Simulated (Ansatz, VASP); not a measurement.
## One calculation of SiC, two programs

```
CELL_PARAMETERS angstrom
5.86466 0.00000 0.00000
0.00000 3.14161 0.00000
0.00000 0.00000 5.20117
ATOMIC_POSITIONS crystal
Si 0.84096 0.75000 0.40461
Si 0.65904 0.25000 0.90461
Si 0.34096 0.75000 0.09539
Si 0.15904 0.25000 0.59539
C 0.82604 0.25000 0.60511
C 0.67396 0.75000 0.10511
C 0.32604 0.25000 0.89489
C 0.17396 0.75000 0.39489
```

Alike in both runs: task relaxation of cell and atoms; functional PBE; k mesh 4 × 8 × 6; occupations gaussian, width 0.02 eV; no spin polarisation.

|  | VASP | Ansatz |
| --- | --- | --- |
| version | VASP 6.6.1 | Ansatz 0.2.0 |
| potentials or method | VASP PAW PBE potentials, release 64 (Si, C) | scalar-relativistic, plane waves, PAW |
| plane-wave cutoff (eV) | 600 | 420 |
| valence electrons in the cell | 32 | 32 |

|  | VASP | Ansatz | Ansatz less VASP |
| --- | --- | --- | --- |
| gap on the k mesh at the Fermi level, each at its own relaxed structure (eV) | 2.55 | 2.54 | -0.005 |
| relaxed volume (Å³/atom) | 11.97 | 11.99 | +0.018 |
| relaxed cell length with the largest relative difference (Å) | 5.865 | 5.874 | +0.0090 |

A k mesh can miss the band edges.
